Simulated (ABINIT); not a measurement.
# InP (F-43m) in ABINIT: further runs

Aim: see how the results for InP move with the level of theory and the settings. Levels: BLYP, LDA-VWN, HCTH407, OLYP. Tasks: band structure, equation of state.

All numbers are computed with ABINIT 10.8.3 (patched build); they aren't measurements. Logs are shortened: lines on timing, memory, paths and dates and some standing lists are left out, and cuts for length are marked. The log counts tension as positive stress, the text compression.

**The experiment to reproduce.**

From a printed reference work, data compilation, for a bulk crystal of InP at 1.6 K: band gap 1.4236 eV (direct).

How close the calculation comes is told below.

## 1. The structure

The structure is cubic, space group F-43m (No. 216). The conventional cell has a = 5.861 Å, b = 5.861 Å, c = 5.861 Å, α = 90.00°, β = 90.00°, γ = 90.00°. Around In (site symmetry -43m) lie 4 P at 2.54 Å. P (site symmetry -43m) is surrounded by 4 In at 2.54 Å.

## 2. Band structure, BLYP

run.abi

```
# Datasets: ground state, then fixed potential
ndtset 2

# Pseudopotentials
pp_dirpath "./"
pseudos "In.GGA_PBE-JTH.xml, P.GGA_PBE-JTH.xml"

# Structure
acell 7.83169184 7.83169184 7.83169184
rprim
     0.0000000000     0.7071067812     0.7071067812
     0.7071067812     0.0000000000     0.7071067812
     0.7071067812     0.7071067812     0.0000000000
ntypat 2
znucl 49 15
natom 2
typat 1 2
xred
     0.0000000000     0.0000000000     0.0000000000
     0.7500000000     0.7500000000     0.7500000000

# Plane-wave basis
ecut 20.0
pawecutdg 40.0

# Exchange and correlation
ixc -106131

# Bands and occupations
occopt 3
tsmear 0.05 eV

# SCF cycle
nstep 100

# Output
iomode 3
prtwf 0
prteig 0
prtebands 0
enunit 2
prtden1 1

# Dataset 1
kptopt1 1
ngkpt1 8 8 8
nshiftk1 1
shiftk1 0.0 0.0 0.0
nband1 13
tolvrs1 1.0e-9

# Dataset 2: bands along G-X-W-K-G-L-U-W-L-K
iscf2 -2
getden2 1
nband2 17
nbdbuf2 2
tolwfr2 1.0e-12
kptopt2 -9
ndivsm2 5
prteig2 1
prtvol2 -3
kptbounds2
     0.0000000000     0.0000000000     0.0000000000
     0.5000000000     0.0000000000     0.5000000000
     0.5000000000     0.2500000000     0.7500000000
     0.3750000000     0.3750000000     0.7500000000
     0.0000000000     0.0000000000     0.0000000000
     0.5000000000     0.5000000000     0.5000000000
     0.6250000000     0.2500000000     0.6250000000
     0.5000000000     0.2500000000     0.7500000000
     0.5000000000     0.5000000000     0.5000000000
     0.3750000000     0.3750000000     0.7500000000
```

Potentials or basis: JTH PAW PBE v2.0.

Run with:

```
$ abinit run.abi > log 2>&1
```

run.abo:

```text
.Version 10.8.3 of ABINIT
 DATASET    1 : space group F-4 3 m (#216); Bravais cF (face-center cubic)
================================================================================
 Values of the parameters that define the memory need for DATASET  1.
     intxc =       0    ionmov =       0      iscf =      17    lmnmax =      18
     lnmax =       6     mgfft =      32  mpssoang =       3    mqgrid =    3001
     natom =       2  nloc_mem =       2    nspden =       1   nspinor =       1
    nsppol =       1      nsym =      24    n1xccc =       1    ntypat =       2
    occopt =       3   xclevel =       2
       mpw =        1475          nfft =       32768          nkpt =          29
 PAW method is used; the additional fine FFT grid is defined by:
   mgfftf=        48    nfftf =    110592
================================================================================
================================================================================

 DATASET    2 : space group F-4 3 m (#216); Bravais cF (face-center cubic)
================================================================================
 Values of the parameters that define the memory need for DATASET  2.
     intxc =       0    ionmov =       0      iscf =      -2    lmnmax =      18
     lnmax =       6     mgfft =      32  mpssoang =       3    mqgrid =    3001
     natom =       2  nloc_mem =       2    nspden =       1   nspinor =       1
    nsppol =       1      nsym =      24    n1xccc =       1    ntypat =       2
    occopt =       3   xclevel =       2
       mpw =        1475          nfft =       32768          nkpt =          87
 PAW method is used; the additional fine FFT grid is defined by:
   mgfftf=        48    nfftf =    110592
================================================================================
================================================================================

--------------------------------------------------------------------------------
------------- Echo of variables that govern the present computation ------------
--------------------------------------------------------------------------------
 -outvars: echo values of preprocessed input variables --------
            acell      7.8316918400E+00  7.8316918400E+00  7.8316918400E+00 Bohr
              amu      1.14820000E+02  3.09737620E+01
             ecut      2.00000000E+01 Hartree
           enunit           2
           getden1          0
           getden2          1
             iscf1         17
             iscf2         -2
              ixc     -106131
           jdtset        1    2
           kptopt1          1
           kptopt2         -9
         kptrlatt        8    0    0      0    8    0      0    0    8
          kptrlen1     6.26535347E+01
          kptrlen2     3.00000000E+01
            natom           2
            nband1         13
            nband2         17
           nbdbuf1          0
           nbdbuf2          2
           ndtset           2
           ndivsm1          0
           ndivsm2          5
            ngfft          32      32      32
          ngfftdg          48      48      48
             nkpt1         29
             nkpt2         87
            nstep         100
             nsym          24
           ntypat           2
           occopt           3
        pawecutdg      4.00000000E+01 Hartree
         pawxcdev           0
        prtebands           0
           prteig1          0
           prteig2          1
           prtvol1          0
           prtvol2         -3
            prtwf           0
            rprim      0.0000000000E+00  7.0710678120E-01  7.0710678120E-01
                       7.0710678120E-01  0.0000000000E+00  7.0710678120E-01
                       7.0710678120E-01  7.0710678120E-01  0.0000000000E+00
           shiftk1     0.00000000E+00  0.00000000E+00  0.00000000E+00
           shiftk2     5.00000000E-01  5.00000000E-01  5.00000000E-01
          spgroup         216
           tolvrs1     1.00000000E-09
[... 856 lines left out ...]
  4.5606E-01  4.9045E-01  5.4904E-01  6.6427E-01  7.0536E-01
 Non-SCF case, kpt   87 (  0.37500  0.37500  0.75000), residuals and eigenvalues=
  9.09E-13  6.66E-13  1.73E-13  3.80E-13  6.39E-13  2.23E-13  9.28E-13  6.43E-13
  3.95E-13  3.26E-13  5.45E-13  3.53E-13  3.85E-13  2.42E-13  4.23E-13  3.77E-07
  2.68E-05
 -3.4154E-01 -3.3315E-01 -3.3254E-01 -3.3127E-01 -3.2959E-01 -1.5056E-01
 -2.0285E-02  6.7966E-02  1.1656E-01  2.7726E-01  3.4954E-01  4.6369E-01
  4.6750E-01  4.9045E-01  5.5456E-01  6.6195E-01  6.9731E-01

--- !ResultsGS
iteration_state: {dtset: 2, }
comment   : Summary of ground state results
lattice_vectors:
- [  0.0000000,   5.5378424,   5.5378424, ]
- [  5.5378424,   0.0000000,   5.5378424, ]
- [  5.5378424,   5.5378424,   0.0000000, ]
lattice_lengths: [   7.83169,    7.83169,    7.83169, ]
lattice_angles: [ 60.000,  60.000,  60.000, ] # degrees, (23, 13, 12)
lattice_volume:   3.3966576E+02
convergence: {deltae:  0.000E+00, res2:  0.000E+00, residm:  9.999E-13, diffor:  0.000E+00, }
etotal    :  -6.46000979E+01
entropy   :   0.00000000E+00
fermie    :   1.99236981E-01
cartesian_stress_tensor: null
pressure_GPa: null
xred      :
- [  0.0000E+00,   0.0000E+00,   0.0000E+00, In]
- [  7.5000E-01,   7.5000E-01,   7.5000E-01,  P]
cartesian_forces: null
force_length_stats: {min: null, max: null, mean: null, }
...

 Integrated electronic density in atomic spheres:
 ------------------------------------------------
 Atom  Sphere_radius  Integrated_density
    1        2.50645         11.26861241
    2        1.60765          1.61363631

================================================================================

 ----iterations are completed or convergence reached----

 Mean square residual over all n,k,spin=   48.080E-14; max=  99.994E-14
 reduced coordinates (array xred) for    2 atoms
       0.000000000000      0.000000000000      0.000000000000
       0.750000000000      0.750000000000      0.750000000000

 cartesian coordinates (angstrom) at end:
    1      0.00000000000000     0.00000000000000     0.00000000000000
    2      4.39574999711065     4.39574999711065     4.39574999711065
 length scales=  7.831691840000  7.831691840000  7.831691840000 bohr
              =  4.144352841731  4.144352841731  4.144352841731 angstroms
 Eigenvalues (hartree) for nkpt=  87  k points:
 kpt#   1, nband= 17, wtk=  1.00000, kpt=  0.0000  0.0000  0.0000 (reduced coord)
  -0.33581   -0.33581   -0.33581   -0.33033   -0.33033   -0.23659    0.18735    0.18735
   0.18735    0.20881    0.33810    0.33810    0.33810    0.50905    0.53862    0.53862
   0.60501
 kpt#   2, nband= 17, wtk=  1.00000, kpt=  0.0357  0.0000  0.0357 (reduced coord)
  -0.33591   -0.33576   -0.33576   -0.33034   -0.33031   -0.23587    0.17575    0.18553
   0.18553    0.22031    0.33581    0.34057    0.34057    0.51294    0.53018    0.53904
   0.60660
 kpt#   3, nband= 17, wtk=  1.00000, kpt=  0.0714  0.0000  0.0714 (reduced coord)
  -0.33622   -0.33562   -0.33562   -0.33039   -0.33027   -0.23373    0.15749    0.18042
   0.18042    0.23811    0.32957    0.34760    0.34760    0.51099    0.52482    0.54031
   0.61129
 kpt#   4, nband= 17, wtk=  1.00000, kpt=  0.1071  0.0000  0.1071 (reduced coord)
  -0.33670   -0.33540   -0.33540   -0.33047   -0.33019   -0.23020    0.13849    0.17293
   0.17293    0.25591    0.32080    0.35830    0.35830    0.49048    0.54174    0.54241
   0.61912
 kpt#   5, nband= 17, wtk=  1.00000, kpt=  0.1429  0.0000  0.1429 (reduced coord)
[... 316 lines left out ...]
  -0.34086   -0.33374   -0.33318   -0.33071   -0.32980   -0.15932   -0.01667    0.07815
   0.12905    0.28683    0.36488    0.42339    0.43814    0.50995    0.55036    0.63290
   0.66647
 kpt#  85, nband= 17, wtk=  1.00000, kpt=  0.4028  0.4028  0.6944 (reduced coord)
  -0.34110   -0.33353   -0.33291   -0.33091   -0.32975   -0.15552   -0.01713    0.07045
   0.12420    0.28387    0.36632    0.43861    0.44281    0.49910    0.54803    0.65378
   0.68365
 kpt#  86, nband= 17, wtk=  1.00000, kpt=  0.3889  0.3889  0.7222 (reduced coord)
  -0.34134   -0.33332   -0.33269   -0.33110   -0.32968   -0.15237   -0.01866    0.06714
   0.11996    0.28035    0.36012    0.45260    0.45606    0.49045    0.54904    0.66427
   0.70536
 kpt#  87, nband= 17, wtk=  1.00000, kpt=  0.3750  0.3750  0.7500 (reduced coord)
  -0.34154   -0.33315   -0.33254   -0.33127   -0.32959   -0.15056   -0.02028    0.06797
   0.11656    0.27726    0.34954    0.46369    0.46750    0.49045    0.55456    0.66195
   0.69731
 Eigenvalues (   eV  ) for nkpt=  87  k points:
 kpt#   1, nband= 17, wtk=  1.00000, kpt=  0.0000  0.0000  0.0000 (reduced coord)
  -9.13779   -9.13779   -9.13779   -8.98874   -8.98874   -6.43785    5.09818    5.09818
   5.09818    5.68208    9.20028    9.20028    9.20028   13.85184   14.65646   14.65646
  16.46316
 kpt#   2, nband= 17, wtk=  1.00000, kpt=  0.0357  0.0000  0.0357 (reduced coord)
  -9.14069   -9.13653   -9.13653   -8.98902   -8.98830   -6.41830    4.78228    5.04844
   5.04844    5.99487    9.13780    9.26739    9.26739   13.95780   14.42703   14.66804
  16.50651
 kpt#   3, nband= 17, wtk=  1.00000, kpt=  0.0714  0.0000  0.0714 (reduced coord)
  -9.14895   -9.13269   -9.13269   -8.99043   -8.98700   -6.36000    4.28539    4.90952
   4.90952    6.47925    8.96796    9.45871    9.45871   13.90462   14.28119   14.70265
  16.63418
 kpt#   4, nband= 17, wtk=  1.00000, kpt=  0.1071  0.0000  0.1071 (reduced coord)
  -9.16211   -9.12667   -9.12667   -8.99259   -8.98492   -6.26401    3.76847    4.70573
   4.70573    6.96370    8.72947    9.74995    9.74995   13.34663   14.74156   14.75974
  16.84713
 kpt#   5, nband= 17, wtk=  1.00000, kpt=  0.1429  0.0000  0.1429 (reduced coord)
[... 317 lines left out ...]
   3.51174    7.80508    9.92902   11.52110   11.92236   13.87631   14.97613   17.22198
  18.13554
 kpt#  85, nband= 17, wtk=  1.00000, kpt=  0.4028  0.4028  0.6944 (reduced coord)
  -9.28187   -9.07569   -9.05882   -9.00463   -8.97299   -4.23192   -0.46615    1.91693
   3.37962    7.72437    9.96796   11.93526   12.04940   13.58114   14.91255   17.79026
  18.60294
 kpt#  86, nband= 17, wtk=  1.00000, kpt=  0.3889  0.3889  0.7222 (reduced coord)
  -9.28825   -9.07016   -9.05290   -9.00973   -8.97102   -4.14629   -0.50771    1.82687
   3.26437    7.62869    9.79933   12.31577   12.41012   13.34595   14.94026   18.07576
  19.19389
 kpt#  87, nband= 17, wtk=  1.00000, kpt=  0.3750  0.3750  0.7500 (reduced coord)
  -9.29386   -9.06537   -9.04900   -9.01434   -8.96858   -4.09689   -0.55198    1.84946
   3.17172    7.54471    9.51158   12.61754   12.72136   13.34573   15.09033   18.01248
  18.97471

== END DATASET(S) ==============================================================
================================================================================

 -outvars: echo values of variables after computation  --------
            acell      7.8316918400E+00  7.8316918400E+00  7.8316918400E+00 Bohr
           etotal1    -6.4600097947E+01
            fcart1    -0.0000000000E+00 -0.0000000000E+00 -0.0000000000E+00
                      -0.0000000000E+00 -0.0000000000E+00 -0.0000000000E+00
            rprim      0.0000000000E+00  7.0710678120E-01  7.0710678120E-01
                       7.0710678120E-01  0.0000000000E+00  7.0710678120E-01
                       7.0710678120E-01  7.0710678120E-01  0.0000000000E+00
           strten1    -2.1530543841E-04 -2.1530543841E-04 -2.1530543841E-04
                       0.0000000000E+00  0.0000000000E+00  0.0000000000E+00
           xangst      0.0000000000E+00  0.0000000000E+00  0.0000000000E+00
                       4.3957499971E+00  4.3957499971E+00  4.3957499971E+00
             xred      0.0000000000E+00  0.0000000000E+00  0.0000000000E+00
                       7.5000000000E-01  7.5000000000E-01  7.5000000000E-01
 Calculation completed.
```

Wall time 46 s (1 thread of Intel Xeon Platinum 8375C at 2.90GHz (Ice Lake), shared host); peak memory 0.13 GiB.

Results:

```yaml
Free_energy: -1757.8582 eV
Band_gap_on_the_k_mesh: 0.58 eV, direct
Valence_electrons_inside_the_program's_atomic_spheres: In 11.27; P 1.61
```

Levels at the corners of the path, in eV from the valence-band top:
```
point  band 6  band 7  band 8  band 9  band 10  band 11  band 12  band 13
    Γ  -11.54    0.00    0.00    0.00     0.58     4.10     4.10     4.10
    X   -9.18   -5.79   -2.30   -2.30     1.90     2.33     9.22     9.52
    W   -9.11   -5.65   -2.90   -2.87     4.31     4.42     5.58     6.36
    K   -9.20   -5.65   -3.25   -1.93     2.45     4.41     7.52     7.62
    Γ  -11.54    0.00    0.00    0.00     0.58     4.10     4.10     4.10
    L   -9.83   -5.73   -0.97   -0.97     1.46     4.87     4.87     7.24
    U   -9.20   -5.65   -3.25   -1.93     2.45     4.41     7.52     7.62
    W   -9.11   -5.65   -2.90   -2.87     4.31     4.42     5.58     6.36
    L   -9.83   -5.73   -0.97   -0.97     1.46     4.87     4.87     7.24
    K   -9.20   -5.65   -3.25   -1.93     2.45     4.41     7.52     7.62
```

Caveat: the cutoff is too short for stress, so the log's stress isn't used; the PAW data sets were made with another functional, which shifts forces and pressure a little; spin-orbit coupling is left out, which moves the levels of the heavy elements.

## 3. Band structure, LDA-VWN

run.abi: that of step 2 with these lines changed.

```diff
@@ -5,3 +5,3 @@
 pp_dirpath "./"
-pseudos "In.GGA_PBE-JTH.xml, P.GGA_PBE-JTH.xml"
+pseudos "In.LDA_PW-JTH_sp.xml, P.LDA_PW-JTH.xml"
 
@@ -26,3 +26,3 @@
 # Exchange and correlation
-ixc -106131
+ixc -1007
 
@@ -40,3 +40,2 @@
 prtebands 0
-enunit 2
 prtden1 1
@@ -48,3 +47,3 @@
 shiftk1 0.0 0.0 0.0
-nband1 13
+nband1 8
 tolvrs1 1.0e-9
@@ -54,3 +53,3 @@
 getden2 1
-nband2 17
+nband2 12
 nbdbuf2 2
@@ -58,5 +57,4 @@
 kptopt2 -9
-ndivsm2 5
+ndivsm2 6
 prteig2 1
-prtvol2 -3
 kptbounds2
```

Potentials or basis: JTH PAW LDA v2.0 sp.

Run with:

```
$ abinit run.abi > log 2>&1
```

Run time: 27 s. Hardware: 1 thread of Intel Xeon Platinum 8375C at 2.90GHz (Ice Lake), shared host; peak memory 0.12 GiB.

It converged, with:

- Free energy: -240.9882 eV
- Pressure: 1.1 GPa
- Band gap on the k mesh: 0.58 eV, direct
- Band gap along the path: 0.58 eV, direct
- Valence electrons inside the program's atomic spheres: In 2.42; P 1.60

Levels at the corners of the path, in eV from the valence-band top:
```csv
point,band 2,band 3,band 4,band 5,band 6,band 7
Γ,0.00,0.00,0.00,0.58,4.01,4.01
X,-5.86,-2.34,-2.34,1.62,2.15,9.12
W,-5.68,-3.03,-2.96,4.24,4.35,5.48
K,-5.70,-3.37,-1.96,2.24,4.34,7.44
Γ,0.00,0.00,0.00,0.58,4.01,4.01
L,-5.81,-0.98,-0.98,1.37,4.74,4.74
U,-5.70,-3.37,-1.96,2.24,4.34,7.44
W,-5.68,-3.03,-2.96,4.24,4.35,5.48
L,-5.81,-0.98,-0.98,1.37,4.74,4.74
K,-5.70,-3.37,-1.96,2.24,4.34,7.44
```

Caveat: spin-orbit coupling is left out, which moves the levels of the heavy elements; this set keeps more shells in the core, which shifts pressures and gaps.

[end of part 1 of 2]
